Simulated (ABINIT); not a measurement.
# TiO2 (C2/c) in ABINIT: reference runs

Reference runs on TiO2: the cell as given and a disturbed copy.

Program: ABINIT 10.8.3 (patched build). These are calculated values, not measurements. Logs are shortened: lines on timing, memory, paths and dates and some standing lists are left out, and cuts for length are marked. The log counts tension as positive stress, the text compression.

## Step 1: The structure

Symmetry: C2/c, No. 15, monoclinic system. The conventional cell has a = 5.412 Å, b = 5.413 Å, c = 5.472 Å, α = 90.00°, β = 118.77°, γ = 90.00°. Ti (site symmetry 2) has 6 O at 1.93 to 2.00 Å as nearest neighbours. O (site symmetry 1) is surrounded by 3 Ti at 1.93 to 2.00 Å.

The cell is a database's computed one.

## Step 2: Single point, PBE

run.abi reads:

```
# Pseudopotentials
pp_dirpath "./"
pseudos "Ti.GGA_PBE-JTH.xml, O.GGA_PBE-JTH.xml"

# Structure
acell 3.8273491215 3.8273491215 5.4720391115 Angstrom
rprim
     0.7070256499    -0.7071879032     0.0000000000
     0.7070256499     0.7071879032     0.0000000000
    -0.4812705001     0.0000000000     0.8765721338
ntypat 2
znucl 22 8
natom 6
typat 1 1 2 2 2 2
xred
     0.8658900000     0.1341100000     0.7500000000
     0.1341100000     0.8658900000     0.2500000000
     0.0887550000     0.3312210000     0.1671490000
     0.9112450000     0.6687790000     0.8328510000
     0.6687790000     0.9112450000     0.3328510000
     0.3312210000     0.0887550000     0.6671490000
chkprim 0
chksymtnons 0
tolsym 1.0e-6

# Plane-wave basis
ecut 23.0
pawecutdg 45.0
pawxcdev 0

# k points
kptopt 1
ngkpt 8 8 6
nshiftk 1
shiftk 0.0 0.0 0.0

# Exchange and correlation
ixc 11

# Bands and occupations
nband 29
occopt 3
tsmear 0.05 eV

# SCF cycle
nstep 100
tolvrs 1.0e-9

# Output
iomode 3
prtwf 0
prtden 0
prteig 0
prtebands 0
```

Potentials or basis: JTH PAW PBE v2.0.

The run is started by

```console
abinit run.abi > log 2>&1
```

run.abo:

```text
.Version 10.8.3 of ABINIT
 Symmetries : space group C2/c (# 15); Bravais mC (1-face-center monocl.)
================================================================================
 Values of the parameters that define the memory need of the present run
     intxc =       0    ionmov =       0      iscf =      17    lmnmax =      18
     lnmax =       6     mgfft =      48  mpssoang =       3    mqgrid =    3001
     natom =       6  nloc_mem =       2    nspden =       1   nspinor =       1
    nsppol =       1      nsym =       4    n1xccc =       1    ntypat =       2
    occopt =       3   xclevel =       2
       mpw =        2512          nfft =       49152          nkpt =         114
 PAW method is used; the additional fine FFT grid is defined by:
   mgfftf=        64    nfftf =    129600
================================================================================
================================================================================

--------------------------------------------------------------------------------
------------- Echo of variables that govern the present computation ------------
--------------------------------------------------------------------------------
 -outvars: echo values of preprocessed input variables --------
            acell      7.2326416279E+00  7.2326416279E+00  1.0340655271E+01 Bohr
              amu      4.78800000E+01  1.59994000E+01
          chkprim           0
      chksymtnons           0
             ecut      2.30000000E+01 Hartree
                       outvar_i_n : Printing only first  50 k-points.
              ixc          11
                       outvar_i_n : Printing only first  50 k-points.
         kptrlatt        8    0    0      0    8    0      0    0    6
          kptrlen      5.78611330E+01
            natom           6
            nband          29
            ngfft          32      32      48
          ngfftdg          45      45      64
             nkpt         114
            nstep         100
             nsym           4
           ntypat           2
                       prtocc : prtvol=0, do not print more k-points.
           occopt           3
        pawecutdg      4.50000000E+01 Hartree
         pawxcdev           0
           prtden           0
        prtebands           0
           prteig           0
            prtwf           0
            rprim      7.0702564990E-01 -7.0718790320E-01  0.0000000000E+00
                       7.0702564990E-01  7.0718790320E-01  0.0000000000E+00
                      -4.8127050010E-01  0.0000000000E+00  8.7657213380E-01
          spgroup          15
           tolsym      1.00000000E-06
           tolvrs      1.00000000E-09
           tsmear      1.83746611E-03 Hartree
            typat      1  1  2  2  2  2
           useylm           1
                       outvars : Printing only first  50 k-points.
           xangst      7.3088575020E-01 -1.9806759959E+00  3.5974777502E+00
                       2.0476512501E+00  1.9806759959E+00  1.1991592501E+00
                       6.9627726211E-01  6.5627181124E-01  8.0175307795E-01
                       2.0822597382E+00 -6.5627181124E-01  3.9948839223E+00
                       3.3990252381E+00  6.5627181124E-01  1.5965654222E+00
                      -6.2048823776E-01 -6.5627181124E-01  3.2000715780E+00
            xcart      1.3811738972E+00 -3.7429351765E+00  6.7982476918E+00
                       3.8695000640E+00  3.7429351765E+00  2.2660825639E+00
                       1.3157733331E+00  1.2401739874E+00  1.5150937379E+00
                       3.9349006281E+00 -1.2401739874E+00  7.5492365179E+00
                       6.4232267950E+00  1.2401739874E+00  3.0170713900E+00
                      -1.1725528337E+00 -1.2401739874E+00  6.0472588658E+00
             xred      8.6589000000E-01  1.3411000000E-01  7.5000000000E-01
                       1.3411000000E-01  8.6589000000E-01  2.5000000000E-01
                       8.8755000000E-02  3.3122100000E-01  1.6714900000E-01
                       9.1124500000E-01  6.6877900000E-01  8.3285100000E-01
                       6.6877900000E-01  9.1124500000E-01  3.3285100000E-01
                       3.3122100000E-01  8.8755000000E-02  6.6714900000E-01
            znucl       22.00000    8.00000

================================================================================

 chkinp: Checking input parameters for consistency.

================================================================================
== DATASET  1 ==================================================================

--- !DatasetInfo
iteration_state: {dtset: 1, }
dimensions: {natom: 6, nkpt: 114, mband: 29, nsppol: 1, nspinor: 1, nspden: 1, mpw: 2512, }
cutoff_energies: {ecut:  23.0, pawecutdg:  45.0, }
electrons: {nelect:   4.80000000E+01, charge:   0.00000000E+00, occopt:   3.00000000E+00, tsmear:   1.83746611E-03, }
meta: {optdriver: 0, ionmov: 0, optcell: 0, iscf: 17, paral_kgb: 0, }
...

 Exchange-correlation functional for the present dataset will be:
[... 131 lines left out ...]
 rms dE/dt=  1.0855E-02; max dE/dt=  2.1763E-02; dE/dt below (all hartree)
    1      -0.005946909791      0.005946909791     -0.000000000000
    2       0.005946909791     -0.005946909791      0.000000000000
    3       0.002597933032     -0.003808414320      0.021763008862
    4      -0.002597933032      0.003808414320     -0.021763008862
    5       0.003808414320     -0.002597933032     -0.021763008862
    6      -0.003808414320      0.002597933032      0.021763008862

 cartesian coordinates (angstrom) at end:
    1      0.73088575020396    -1.98067599593509     3.59747775015346
    2      2.04765125008314     1.98067599593509     1.19915925005115
    3      0.69627726211494     0.65627181124163     0.80175307794720
    4      2.08225973817216    -0.65627181124163     3.99488392225741
    5      3.39902523805135     0.65627181124163     1.59656542215510
    6     -0.62048823776425    -0.65627181124163     3.20007157804951

 cartesian forces (hartree/bohr) at end:
    1      0.00000000000000    -0.00116267833703     0.00000000000000
    2     -0.00000000000000     0.00116267833703     0.00000000000000
    3      0.00011835755051     0.00062625141024    -0.00233596789661
    4     -0.00011835755051    -0.00062625141024     0.00233596789661
    5     -0.00011835755051     0.00062625141024     0.00233596789661
    6      0.00011835755051    -0.00062625141024    -0.00233596789661
 frms,max,avg= 1.2054373E-03 2.3359679E-03   0.000E+00  0.000E+00  0.000E+00 h/b

 cartesian forces (eV/Angstrom) at end:
    1      0.00000000000000    -0.05978732394042     0.00000000000000
    2     -0.00000000000000     0.05978732394042     0.00000000000000
    3      0.00608618995266     0.03220314229629    -0.12012029888344
    4     -0.00608618995266    -0.03220314229629     0.12012029888344
    5     -0.00608618995266     0.03220314229629     0.12012029888344
    6      0.00608618995266    -0.03220314229629    -0.12012029888344
 frms,max,avg= 6.1986078E-02 1.2012030E-01   0.000E+00  0.000E+00  0.000E+00 e/A
 length scales=  7.232641627869  7.232641627869 10.340655270991 bohr
              =  3.827349121500  3.827349121500  5.472039111500 angstroms
 Fermi (or HOMO) energy (hartree) =   0.15219   Average Vxc (hartree)=  -0.37835
 Eigenvalues (hartree) for nkpt= 114  k points:
 kpt#   1, nband= 29, wtk=  0.00260, kpt=  0.0000  0.0000  0.0000 (reduced coord)
  -1.96235   -1.96040   -1.09626   -1.08833   -1.08831   -1.08609   -1.08600   -1.08326
  -0.53210   -0.49598   -0.49155   -0.47953   -0.02758   -0.02399   -0.02351   -0.00966
   0.03836    0.03906    0.04037    0.08323    0.08451    0.08588    0.09598    0.09619
   0.18806    0.21427    0.25239    0.25285    0.25434
      occupation numbers for kpt#   1
   2.00000    2.00000    2.00000    2.00000    2.00000    2.00000    2.00000    2.00000
   2.00000    2.00000    2.00000    2.00000    2.00000    2.00000    2.00000    2.00000
   2.00000    2.00000    2.00000    2.00000    2.00000    2.00000    2.00000    2.00000
   0.00000    0.00000    0.00000    0.00000    0.00000
 prteigrs : prtvol=0 or 1, do not print more k-points.

--- !EnergyTerms
iteration_state     : {dtset: 1, }
comment             : Components of total free energy in Hartree
kinetic             :  4.56881998964533E+01
hartree             :  4.99057894090777E+01
xc                  : -1.83738450848903E+01
Ewald energy        : -1.20907976934493E+02
psp_core            :  7.02121659357780E+00
local_psp           : -1.49535061165143E+02
PAW spherical_terms :  3.93972852929332E+00
internal            : -1.82261948756125E+02
'-kT*entropy'       : -2.74609577701251E-12
total_energy        : -1.82261948756127E+02
total_energy_eV     : -4.95960028554818E+03
...

--- !EnergyTermsDC
iteration_state     : {dtset: 1, }
comment             : '"Double-counting" decomposition of free energy'
band_energy         : -2.42489554639150E+01
Ewald energy        : -1.20907976934493E+02
psp_core            :  7.02121659357780E+00
xc_dc               : -4.55974312427456E+01
PAW spherical_terms :  1.47118557820787E+00
internal            : -1.82261961469368E+02
'-kT*entropy'       : -2.74609577701251E-12
total_energy_dc     : -1.82261961469371E+02
total_energy_dc_eV  : -4.95960063149315E+03
...

--- !EnergyTermsWithPAWCore
iteration_state     : {dtset: 1, }
comment             : 'Components of total free energy, including PAW core contributions'
Total energy        : -2.00903044406410E+03
Total energy DC     : -2.00903045677735E+03
Total energy (eV)   : -5.46685033933630E+04
Total energy DC (eV): -5.46685037393080E+04
...

 Cartesian components of stress tensor (hartree/bohr^3)
  sigma(1 1)=  5.55540840E-05  sigma(3 2)=  0.00000000E+00
  sigma(2 2)=  5.66783607E-05  sigma(3 1)=  8.42888835E-06
  sigma(3 3)=  3.38300614E-05  sigma(2 1)=  0.00000000E+00

-Cartesian components of stress tensor (GPa)         [Pressure= -1.4324E+00 GPa]
- sigma(1 1)=  1.63445758E+00  sigma(3 2)=  0.00000000E+00
- sigma(2 2)=  1.66753494E+00  sigma(3 1)=  2.47986457E-01
- sigma(3 3)=  9.95314768E-01  sigma(2 1)=  0.00000000E+00

== END DATASET(S) ==============================================================
================================================================================

 -outvars: echo values of variables after computation  --------
            acell      7.2326416279E+00  7.2326416279E+00  1.0340655271E+01 Bohr
           etotal     -1.8226196147E+02
            fcart      1.3500587429E-20 -1.1626783370E-03  6.5711456267E-20
                      -8.9273828393E-20  1.1626783370E-03  3.2285964604E-20
                       1.1835755051E-04  6.2625141024E-04 -2.3359678966E-03
                      -1.1835755051E-04 -6.2625141024E-04  2.3359678966E-03
                      -1.1835755051E-04  6.2625141024E-04  2.3359678966E-03
                       1.1835755051E-04 -6.2625141024E-04 -2.3359678966E-03
            rprim      7.0702564990E-01 -7.0718790320E-01  0.0000000000E+00
                       7.0702564990E-01  7.0718790320E-01  0.0000000000E+00
                      -4.8127050010E-01  0.0000000000E+00  8.7657213380E-01
           strten      5.5554084029E-05  5.6678360689E-05  3.3830061360E-05
                       0.0000000000E+00  8.4288883450E-06  0.0000000000E+00
           xangst      7.3088575020E-01 -1.9806759959E+00  3.5974777502E+00
                       2.0476512501E+00  1.9806759959E+00  1.1991592501E+00
                       6.9627726211E-01  6.5627181124E-01  8.0175307795E-01
                       2.0822597382E+00 -6.5627181124E-01  3.9948839223E+00
                       3.3990252381E+00  6.5627181124E-01  1.5965654222E+00
                      -6.2048823776E-01 -6.5627181124E-01  3.2000715780E+00
             xred      8.6589000000E-01  1.3411000000E-01  7.5000000000E-01
                       1.3411000000E-01  8.6589000000E-01  2.5000000000E-01
                       8.8755000000E-02  3.3122100000E-01  1.6714900000E-01
                       9.1124500000E-01  6.6877900000E-01  8.3285100000E-01
                       6.6877900000E-01  9.1124500000E-01  3.3285100000E-01
                       3.3122100000E-01  8.8755000000E-02  6.6714900000E-01
 Calculation completed.
```

Wall time 17 min (1 thread of Intel Xeon at 2.50GHz (Skylake/Cascade Lake), shared host); peak memory 0.33 GiB.

What came out:

| Property | Result |
| --- | --- |
| Free energy | -4959.6006 eV |
| Pressure | -1.4 GPa |
| Largest force | 0.125 eV/Å |
| Band gap on the k mesh | 2.07 eV, indirect (least direct gap 2.40 eV) |

Forces on the atoms (eV/Å):
```
Ti   0.000 -0.060  0.000
Ti   0.000  0.060  0.000
O    0.006  0.032 -0.120
O   -0.006 -0.032  0.120
O   -0.006  0.032  0.120
O    0.006 -0.032 -0.120
```

Levels at points of the mesh, in eV from the valence-band top:
```csv
k point,band 22,band 23,band 24,band 25,band 26,band 27
"(0.00, 0.00, 0.00)",-0.71,-0.44,-0.43,2.07,2.78,3.82
"(0.50, 0.00, 0.00)",-0.89,-0.85,-0.61,3.21,3.36,3.39
"(0.50, 0.50, 0.00)",-1.84,-0.01,0.00,3.23,3.26,3.52
"(0.00, 0.00, 0.50)",-1.23,-0.12,-0.12,2.41,2.41,3.65
"(0.50, 0.00, 0.50)",-0.88,-0.85,-0.62,3.07,3.46,3.49
"(0.50, 0.50, 0.50)",-1.99,-0.02,-0.02,3.25,3.25,3.70
```

Caveat: the atomic spheres overlap. A k mesh can miss the band edges.

[end of part 1 of 2]
